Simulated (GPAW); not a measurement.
# Si2Mo (P6_222) in GPAW: reference runs

Reference runs on Si2Mo: the cell as given.

Everything below comes from runs of GPAW 26.7.0. Logs are shortened: lines on timing, memory, paths and dates and some standing lists are left out, and cuts for length are marked. The log counts tension as positive stress, the text compression.

## 1. The structure

The structure is hexagonal, space group P6_222 (No. 180). The conventional cell has a = 4.585 Å, b = 4.585 Å, c = 6.580 Å, α = 90.00°, β = 90.00°, γ = 120.00°. Around Mo (site symmetry 222) lie 10 Si at 2.57 to 2.67 Å. Si (site symmetry 2) has 5 Si at 2.55 to 2.67 Å and 5 Mo at 2.57 to 2.67 Å as nearest neighbours.

Measurements of this composition are mostly on another form, of space group No. 139.

## 2. Single point, PBEsol

File run.py:

```python
from ase import Atoms
from ase.dft.bandgap import bandgap
from ase.io import write
from ase.units import Bohr, GPa
from gpaw import GPAW, PW, setup_paths
from gpaw.elf import elf_from_dft_calculation

setup_paths.insert(0, '.')

atoms = Atoms(['Mo', 'Mo', 'Mo', 'Si', 'Si', 'Si', 'Si', 'Si', 'Si'],
              cell=[[4.5854715599, 0.0, 0.0],
                    [-2.29273578, 3.9711348592, 0.0],
                    [0.0, 0.0, 6.5797601]],
              scaled_positions=[[0.5, 0.5, 0.8333333333],
                                [0.0, 0.5, 0.1666666667],
                                [0.5, 0.0, 0.5],
                                [0.16387298, 0.32774596, 0.5],
                                [0.67225404, 0.83612702, 0.1666666667],
                                [0.83612702, 0.16387298, 0.8333333333],
                                [0.83612702, 0.67225404, 0.5],
                                [0.32774596, 0.16387298, 0.1666666667],
                                [0.16387298, 0.83612702, 0.8333333333]],
              pbc=True)

calc = GPAW(mode=PW(600),
            xc='PBEsol',
            kpts={'size': (7, 7, 4), 'gamma': True},
            occupations={'name': 'fermi-dirac', 'width': 0.05},
            nbands=59,
            convergence={'density': 1e-05, 'energy': 1e-05},
            maxiter=150,
            txt='gpaw.txt')
atoms.calc = calc
energy = atoms.get_potential_energy()
forces = atoms.get_forces()
stress = atoms.get_stress()
calc.write('gs.gpw')
write('result.traj', atoms)
print(f'Energy: {energy:.6f} eV')
print('Forces (eV/A):')
print(forces.round(4))
print('Stress (GPa):', (stress / GPa).round(3))
print('Fermi level:', round(calc.get_fermi_level(), 4), 'eV')
print(f'Gap: {bandgap(calc)[0]:.4f} eV, direct: {bandgap(calc, direct=True)[0]:.4f} eV')

# fields on the real-space grid
write('density.cube', atoms, data=calc.get_pseudo_density() * Bohr**3)
write('potential.cube', atoms, data=calc.get_electrostatic_potential())
write('elf.cube', atoms, data=elf_from_dft_calculation(calc).data)
```

Potentials or basis: PAW data sets generated in the run's folder for this functional, pw.

Command:

```bash
$ gpaw-setup -f PBEsol Mo Si
$ OMP_NUM_THREADS=1 python run.py
```

gpaw.txt:

```text
__  _  _
 | _ |_)|_||  |
 |__||  | ||/\| - 26.7.0

Input parameters:
  mode=PW(ecut=600.0),
  convergence={'density': 1e-05, 'energy': 1e-05},
  kpts=MonkhorstPack(size=(7, 7, 4), gamma=True),
  maxiter=150,
  nbands=59,
  occupations=Occupations(name='fermi-dirac', width=0.05),
  xc=XC(name='PBEsol')

Diagonalizing LCAO Hamiltonian
Converting LCAO to pw mode

         Si
              Mo
                   Si
                 Si
           Si
               Mo
        Mo    Si
             Si

Atoms  # Å, Bohr magnetons
|   | symbol |         x |        y |        z |    initial magnetic moments |
|---|--------|-----------|----------|----------|-----------------------------|
| 0 |     Mo |  1.146368 | 1.985567 | 5.483133 | ( 0.0000,  0.0000,  0.0000) |
| 1 |     Mo | -1.146368 | 1.985567 | 1.096627 | ( 0.0000,  0.0000,  0.0000) |
| 2 |     Mo |  2.292736 | 0.000000 | 3.289880 | ( 0.0000,  0.0000,  0.0000) |
| 3 |     Si | -0.000000 | 1.301523 | 3.289880 | ( 0.0000,  0.0000,  0.0000) |
| 4 |     Si |  1.165583 | 3.320373 | 1.096627 | ( 0.0000,  0.0000,  0.0000) |
| 5 |     Si |  3.458319 | 0.650762 | 5.483133 | ( 0.0000,  0.0000,  0.0000) |
| 6 |     Si |  2.292736 | 2.669611 | 3.289880 | ( 0.0000,  0.0000,  0.0000) |
| 7 |     Si |  1.127152 | 0.650762 | 1.096627 | ( 0.0000,  0.0000,  0.0000) |
| 8 |     Si | -1.165583 | 3.320373 | 5.483133 | ( 0.0000,  0.0000,  0.0000) |

Unit cell  # Å
| periodic |         x |        y |        z |  lengths |     angles |
|----------|-----------|----------|----------|----------|------------|
|      yes |  4.585472 | 0.000000 | 0.000000 | 4.585472 |  90.000000 |
|      yes | -2.292736 | 3.971135 | 0.000000 | 4.585472 |  90.000000 |
|      yes |  0.000000 | 0.000000 | 6.579760 | 6.579760 | 120.000000 |

Number of symmetries: 4
Symmetry operations  # r_c * U_cc + t_c -> r_c
|   | kind |            matrix            |
|---|------|------------------------------|
| 0 |  E   |  1, 0, 0,  0, 1, 0,  0, 0, 1 |
| 1 |  C2  |  1, 0, 0, -1,-1, 0,  0, 0,-1 |
| 2 |  C2  | -1, 0, 0,  1, 1, 0,  0, 0,-1 |
| 3 |  C2  | -1, 0, 0,  0,-1, 0,  0, 0, 1 |

BZ-sampling:
  Number of BZ points: 196
  Number of IBZ points: 48

  Monkhorst-Pack size: [7, 7, 4]
  Monkhorst-Pack shift: [0.0, 0.0, 0.125]

K-points  # in reciprocal-cell coordinates
|     |                                coordinates |     weight |
|-----|--------------------------------------------|------------|
|   0 | (  0.00000000,   0.00000000,   0.00000000) | 0.00510204 |
|   1 | (  0.00000000,   0.00000000,   0.25000000) | 0.01020408 |
|   2 | (  0.00000000,   0.00000000,   0.50000000) | 0.00510204 |
|   3 | (  0.00000000,   0.14285714,   0.00000000) | 0.01020408 |
|   4 | (  0.00000000,   0.14285714,   0.25000000) | 0.02040816 |
|   5 | (  0.00000000,   0.14285714,   0.50000000) | 0.01020408 |
|   6 | (  0.00000000,   0.28571429,   0.00000000) | 0.01020408 |
|   7 | (  0.00000000,   0.28571429,   0.25000000) | 0.02040816 |
|   8 | (  0.00000000,   0.28571429,   0.50000000) | 0.01020408 |
|   9 | (  0.00000000,   0.42857143,   0.00000000) | 0.01020408 |
| ... |                                            |            |
|  47 | (  0.42857143,   0.42857143,   0.50000000) | 0.02040816 |

Plane wave coefficients: 4013
Cutoff: 600.0 eV

Spin-components: 1 (collinear spins)
Bands:           59
Projectors:      48
Spin-degeneracy: 2
Datatype:        complex128

Parallelization:
  kpt:    1
  domain: 1
  band:   1

Density:
  Valence electrons: 66.0
  Components: 1
  Grid points: [27 27 40]
  Charge: 0.0  # |e|

Potential:
  Grid points: [27 27 40]

species:
  Mo:
    name:    Molybdenum
    Z:       42.0
    valence: 14
    core:    28
    charge:  0.0  # [|e|]
    compensation charges:
      type: gauss
      rc: 0.38  # [Å]
      lmax: 2
    cutoffs:
      filter: 2.16  # [Å]
      core: 1.42  # [Å]
    projectors
    | kind |    occ | energy [eV] | rcut [Å] |
    |------|--------|-------------|----------|
    |   4s |  2.000 |     -64.262 |    1.238 |
    |   5s |  1.000 |      -4.116 |    1.238 |
    |   4p |  6.000 |     -38.461 |    1.296 |
    |   5p |  0.000 |      -1.012 |    1.296 |
    |   4d |  5.000 |      -3.770 |    1.296 |
    |    d |        |      23.442 |    1.296 |

    Using partial waves for Mo as LCAO basis

  Si:
    name:    Silicon
    Z:       14.0
    valence: 4
    core:    10
    charge:  0.0  # [|e|]
    compensation charges:
      type: gauss
      rc: 0.33  # [Å]
      lmax: 2
    cutoffs:
      filter: 1.86  # [Å]
      core: 2.06  # [Å]
    projectors
    | kind |    occ | energy [eV] | rcut [Å] |
    |------|--------|-------------|----------|
    |   3s |  2.000 |     -10.768 |    1.058 |
    |   3p |  2.000 |      -4.057 |    1.058 |
    |    s |        |      16.444 |    1.058 |
    |    p |        |      23.155 |    1.058 |
    |    d |        |       0.000 |    1.058 |

    Using partial waves for Si as LCAO basis

Reference energy: -377454.313964  # eV

eigensolver:
  PPCG
  Converge bands: occupied
  niter=2

density mixing:
  MSR1-Mixer
  Pratt-step length: 0.05
  Maximum mixing coefficient: 0.75
  Old densities: 10
  SVD Regularization: 0.005
  Good broyden scale: 1.0
  Trust region scale: 1.0
  Backstep threshold: 4.0
  History deletion threshold: 6.0
  Fourier metric: weight=20.0, sigma=0.015

occupation numbers:
  Fermi-Dirac:
    width: 0.0500  # eV

poisson solver:
  ecut: 4800.0  # eV

xc functional:
  name: PBEsol with 2 nearest neighbor stencil

convergence criteria:
- Maximum integral of absolute [dens]ity change: 1e-05 electrons / valence electron
- Maximum [total energy] change in last 3 cyles: 1e-05 eV / valence electron
- Maximum integral of absolute [eigenst]ate change: 4e-08 eV^2 / valence electron
maximum number of iterations: 150

SCF iterations
|iter     | |      energy | eigst |  dens |
|---------|-|-------------|-------|-------|
|iter:   1| |  -78.289473 | +0.68 |       |
|iter:   2| |  -77.974076 | -1.00 | -1.02 |
|iter:   3| |  -77.080364 | -0.59 | -1.05 |
|iter:   4| |  -75.840900 | -1.31 | -1.27 |
|iter:   5| |  -75.837669 | -2.75 | -1.82 |
|iter:   6| |  -75.856170 | -3.27 | -2.32 |
|iter:   7| |  -75.835176 | -3.50 | -2.21 |
|iter:   8| |  -75.835266 | -5.12 | -3.08 |
|iter:   9| |  -75.835264c| -6.09 | -3.63 |
|iter:  10| |  -75.835266c| -7.16 | -4.08 |
|iter:  11| |  -75.835265c| -7.45c| -4.62 |
|iter:  12| |  -75.835265c| -7.84c| -5.13c|

Converged in 12 steps
Energy contributions relative to reference atoms: (reference = -377454.313964)

Energy contributions:
  Kinetic:           2.423385
  Coulomb:          -2.874795
  Zero:             -0.955665
  External:          0.000000
  Xc:              -74.427227
  Entropy:          -0.001926
  Spinorbit:         0.000000
  ----------------------------
  Free energy:     -75.836228
  Extrapolated:    -75.835265

dipole moment: (-8.550825, -14.810467, -0.000025)  # |e|*Ang

Fermi level: 12.696
Eigenvalues  # (at kpt = [0.000, 0.000, 0.000])
| band index |      eig [eV] | occ [0-2] |
|------------|---------------|-----------|
|          0 |       -48.425 |     2.000 |
|        ... |               |           |
|         25 |         8.992 |     2.000 |
|         26 |         9.434 |     2.000 |
|         27 |         9.434 |     2.000 |
|         28 |         9.637 |     2.000 |
|         29 |         9.637 |     2.000 |
|         30 |         9.925 |     2.000 |
[... 8 lines left out ...]
|         39 |        15.421 |     0.000 |
|         40 |        15.630 |     0.000 |
|        ... |               |           |
|         58 |        24.572 |     0.000 |

Gap: 0.251 eV
Transition (v -> c):
  (s=0, k=41, n=32, [0.43, 0.00, 0.50]) -> (s=0, k=9, n=33, [0.00, 0.43, 0.00])
Direct/indirect transitions are different
Direct gap: 0.607 eV
Transition at: (s=0, k=11, n=32, [0.00, 0.43, 0.50])

Forces  # eV/Ang
|        x |        y |        z |
|----------|----------|----------|
|  0.00000 |  0.00000 |  0.00027 |  # Mo   0
|  0.00000 | -0.00000 | -0.00027 |  # Mo   1
|  0.00000 |  0.00000 |  0.00000 |  # Mo   2
| -0.00000 |  0.04534 |  0.00000 |  # Si   3
| -0.03930 | -0.02268 | -0.00004 |  # Si   4
| -0.03930 |  0.02268 |  0.00004 |  # Si   5
|  0.00000 | -0.04534 |  0.00000 |  # Si   6
|  0.03930 |  0.02268 | -0.00004 |  # Si   7
|  0.03930 | -0.02268 |  0.00004 |  # Si   8

Stress tensor  # eV/Ang^3
|        x |        y |        z |
|----------|----------|----------|
| 0.005398 | 0.000000 | 0.000000 |
| 0.000000 | 0.005399 | 0.000000 |
| 0.000000 | 0.000000 | 0.006127 |

# Writing to gs.gpw (mode='')
```

It took 4 min on 1 thread of Arm Neoverse V2, shared host; peak memory 0.42 GiB.

Results:

- Free energy: -75.8362 eV
- Pressure: -0.9 GPa
- Largest force: 0.045 eV/Å
- Band gap on the k mesh: 0.25 eV, indirect (least direct gap 0.61 eV)

Forces on the atoms (eV/Å):
```
Mo   0.000  0.000  0.000
Mo   0.000  0.000  0.000
Mo   0.000  0.000  0.000
Si   0.000  0.045  0.000
Si  -0.039 -0.023  0.000
Si  -0.039  0.023  0.000
Si   0.000 -0.045  0.000
Si   0.039  0.023  0.000
Si   0.039 -0.023  0.000
```

Stress tensor (GPa, compression positive):
```
-0.86  0.00  0.00
 0.00 -0.86  0.00
 0.00  0.00 -0.98
```

Caveat: an odd mesh through Γ misses points on the zone boundary, where band edges often lie.
